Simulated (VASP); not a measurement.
# Ge (Cmcm) in VASP: a series of runs, part 2 of 2

VASP 6.6.1. Earlier steps stand in the parts before.

### 6 Single point, PBE

Input file INCAR:

```
SYSTEM = Ge
PREC = Accurate
ENCUT = 550
EDIFF = 1E-6
ISMEAR = 0
SIGMA = 0.05
LREAL = Auto
LASPH = .True.
NELM = 100
ALGO = Normal
ISIF = 2
LWAVE = .False.
LCHARG = .False.
GGA = PE
ADDGRID = .False.
```

Input file KPOINTS:

```
regular mesh
0
Gamma
  9 9 5
  0 0 0
```

Input file POSCAR:

```
Ge
1.0
    1.4880529250     -2.5946896100      0.0000000000
    1.4880529250      2.5946896100      0.0000000000
    0.0000000000      0.0000000000      4.7275957900
Ge
2
Direct
    0.3334466300      0.6665533700      0.2500000000
    0.6665533700      0.3334466300      0.7500000000
```

Potentials or basis: VASP PAW PBE potentials, release 64 (Ge_d).

Command:

```
$ cat potpaw_PBE.64/Ge_d/POTCAR > POTCAR
$ mpirun -np 1 vasp_std > vasp.out
```

OUTCAR:

```text
SYSTEM = Ge
   PREC = Accurate
   ENCUT = 550
   EDIFF = 1E-6
   ISMEAR = 0
   LREAL = Auto
   LASPH = .True.
   NELM = 100
   ISIF = 2
   GGA = PE

 Found     75 irreducible k-points:

 Following reciprocal coordinates:
            Coordinates               Weight
  0.000000  0.000000  0.000000      1.000000
  0.111111  0.000000  0.000000      4.000000
  0.222222  0.000000  0.000000      4.000000
  0.333333  0.000000  0.000000      4.000000
  0.444444  0.000000  0.000000      4.000000
  0.111111  0.111111  0.000000      2.000000
   k-points           NKPTS =     75   k-points in BZ     NKDIM =     75   number of bands    NBANDS=     18
   number of dos      NEDOS =    301   number of ions     NIONS =      2
   total plane-waves  NPLWV =  20736
   dimension x,y,z NGX =    24 NGY =   24 NGZ =   36
   dimension x,y,z NGXF=    48 NGYF=   48 NGZF=   72
   ions per type =               2
   NGX,Y,Z   is equivalent  to a cutoff of  13.34, 13.34, 12.66 a.u.
   NGXF,Y,Z  is equivalent  to a cutoff of  26.68, 26.68, 25.32 a.u.
 SYSTEM =  Ge
   PREC   = accura    normal or accurate (medium, high low for compatibility)
   ISTART =      0    job   : 0-new  1-cont  2-samecut
   ICHARG =      2    charge: 1-file 2-atom 10-const
   ISPIN  =      1    spin polarized calculation?
   LNONCOLLINEAR =      F non collinear calculations
   LSORBIT =      F    spin-orbit coupling
   LASPH  =      T    aspherical Exc in radial PAW
   ENCUT  =  550.0 eV  40.42 Ry    6.36 a.u.   5.72  5.72  9.04*2*pi/ulx,y,z
   NELM   =    100;   NELMIN=  2; NELMDL= -5     # of ELM steps
   EDIFF  = 0.1E-05   stopping-criterion for ELM
   LREAL  =      T    real-space projection
   EDIFFG = 0.1E-04   stopping-criterion for IOM
   NSW    =      0    number of steps for IOM
   IBRION =     -1    ionic relax: 0-MD 1-quasi-New 2-CG
   NFREE  =      0    steps in history (QN), initial steepest desc. (CG)
   ISIF   =      2    stress and relaxation
   ISYM   =      2    0-nonsym 1-usesym 2-fastsym
   POTIM  = 0.5000    time-step for ionic-motion
   TEBEG  =    0.0;   TEEND  =   0.0 temperature during run
   PSTRESS=    0.0 pullay stress
   NELECT =      28.0000    total number of electrons
   NUPDOWN=      -1.0000    fix difference up-down
   EMIN   =  10.00;   EMAX   =-10.00  energy-range for DOS
   EFERMI =   0.00;   METHOD = LEGACY
   ISMEAR =     0;   SIGMA  =   0.05  broadening in eV -4-tet -1-fermi 0-gaus
   EFERMI_NEDOS =   21; number of points for ismear=-14 and -15
   IALGO  =     38    algorithm
   IMIX   =      4    mixing-type and parameters
     AMIX     =   0.40;   BMIX     =  1.00
     AMIX_MAG =   1.60;   BMIX_MAG =  1.00
  volume/ion in A,a.u.               =      18.25       123.18
  Fermi-wavevector in a.u.,A,eV,Ry     =   1.498544  2.831837 30.553703  2.245634
  Thomas-Fermi vector in A             =   2.610289
   LORBIT       =      0    0 simple, 1 ext, 2 COOP (PROOUT), +10 PAW based schemes
   GGA     = PE    functional components
   LHFCALC =     F    Hartree Fock is set to
   AEXX    =    0.0000 exact exchange contribution
   IVDW    =     0    specifies the selected vdW correction
   LEPSILON=     F    determine dielectric tensor
   LRPA    =     F    only Hartree local field effects (RPA)
 non-spin polarized calculation
 Gauss-broadening in eV      SIGMA  =   0.05
  energy-cutoff  :      550.00
  volume of cell :       36.51
 maximum number of plane-waves:      1087
   NGX = 11   NGY = 11   NGZ = 19

 number of electron      28.0000012 magnetization

 Free energy of the ion-electron system (eV)
  ---------------------------------------------------
  ext. energy  EPLUGINS =         0.00000000
  ---------------------------------------------------
  free energy    TOTEN  =        -8.33489329 eV

  energy without entropy =       -8.33269732  energy(sigma->0) =       -8.33379530

 E-fermi :   7.1318     XC(G=0): -11.4692

 val. band max:        7.1251921993   @ k =  -0.4444   0.2222   0.2000
 cond. band min:       7.1411183464   @ k =   0.2222   0.2222   0.4000
 fundamental gap:      0.0159261471
 Fermi energy:         7.1317647682

 k-point     1 :       0.0000    0.0000    0.0000
  band No.  band energies     occupation
      1     -17.6144      2.00000
      2     -17.6038      2.00000
      3     -17.6021      2.00000
      4     -17.6000      2.00000
      5     -17.5945      2.00000
      6     -17.5913      2.00000
[... 10 lines left out ...]
     17      15.8756      0.00000
     18      17.1783      0.00000

 k-point     2 :       0.1111    0.0000    0.0000
  band No.  band energies     occupation
      1     -17.6184      2.00000
      2     -17.6066      2.00000
      3     -17.5927      2.00000
      4     -17.5904      2.00000
      5     -17.5871      2.00000
      6     -17.5855      2.00000
[... 10 lines left out ...]
     17      16.1600      0.00000
     18      16.6222      0.00000

 k-point     3 :       0.2222    0.0000    0.0000
  band No.  band energies     occupation
      1     -17.6359      2.00000
      2     -17.6005      2.00000
      3     -17.5992      2.00000
      4     -17.5966      2.00000
      5     -17.5832      2.00000
      6     -17.5659      2.00000
[... 10 lines left out ...]
     17      14.5242      0.00000
     18      15.6588      0.00000

 k-point     4 :       0.3333    0.0000    0.0000
  band No.  band energies     occupation
      1     -17.6537      2.00000
      2     -17.6164      2.00000
      3     -17.6072      2.00000
      4     -17.6024      2.00000
      5     -17.5677      2.00000
      6     -17.5457      2.00000
[... 10 lines left out ...]
     17      11.6365      0.00000
     18      14.2303      0.00000

 k-point     5 :       0.4444    0.0000    0.0000
  band No.  band energies     occupation
      1     -17.6647      2.00000
      2     -17.6288      2.00000
      3     -17.6136      2.00000
      4     -17.6057      2.00000
      5     -17.5565      2.00000
      6     -17.5545      2.00000
[... 10 lines left out ...]
     17       9.5739      0.00000
     18      13.5755      0.00000

 k-point     6 :       0.1111    0.1111    0.0000
  band No.  band energies     occupation
      1     -17.6176      2.00000
      2     -17.6168      2.00000
      3     -17.5970      2.00000
      4     -17.5919      2.00000
      5     -17.5823      2.00000
      6     -17.5777      2.00000
[... 10 lines left out ...]
     17      14.8968      0.00000
     18      15.3609      0.00000

 [... further k-points ...]

------------------------ aborting loop because EDIFF is reached ----------------------------------------

  FORCE on cell =-STRESS in cart. coord.  units (eV):
  Direction    XX          YY          ZZ          XY          YZ          ZX
  --------------------------------------------------------------------------------------
  -------------------------------------------------------------------------------------
  Total        0.7429112      0.5659035      1.0959808      0.0000000      0.0000000      0.0000000
  in kB       32.6041847     24.8358384     48.0993700      0.0000000      0.0000000      0.0000000
  external PRESSURE =      35.1797977 kB  Pullay stress =       0.0000000 kB

 VOLUME and BASIS-vectors are now :
 -----------------------------------------------------------------------------
  energy-cutoff  :      550.00
  volume of cell :       36.51
      direct lattice vectors                 reciprocal lattice vectors
     1.488052925 -2.594689610  0.000000000     0.336009554 -0.192701277  0.000000000
     1.488052925  2.594689610  0.000000000     0.336009554  0.192701277  0.000000000
     0.000000000  0.000000000  4.727595790     0.000000000  0.000000000  0.211524006

 POSITION                                       TOTAL-FORCE (eV/Angst)
 -----------------------------------------------------------------------------------
      1.48805      0.86431      1.18190         0.000000     -0.000546      0.000000
      1.48805     -0.86431      3.54570         0.000000      0.000546     -0.000000
 -----------------------------------------------------------------------------------
    total drift:                                0.000000     -0.000000      0.000000

  FREE ENERGIE OF THE ION-ELECTRON SYSTEM (eV)
  ---------------------------------------------------
  free  energy   TOTEN  =        -8.3348932914 eV

  energy  without entropy=       -8.3326973168  energy(sigma->0) =       -8.33379530
```

Wall time 23 s (1 thread of Intel Xeon 6975P-C (Granite Rapids), shared host); peak memory 0.17 GiB.

The run converged, but some of its settings lie outside the range that counts as converged, so its numbers aren't taken as properties of the crystal.

What came out:

- Free energy: -8.3349 eV
- Pressure: 3.5 GPa
- Band gap on the k mesh: none (metal or under the smearing width)

### 7 The reference run

An earlier run on the cell as given: functional PBEsol; potentials or basis VASP PAW PBE potentials, release 64 (Ge_d); cutoff 520 eV; k mesh 10 × 10 × 6; occupations fermi-dirac, width 0.05 eV; no spin polarisation.

- Pressure: 0.5 GPa
- Band gap on the k mesh: none (metal or under the smearing width)
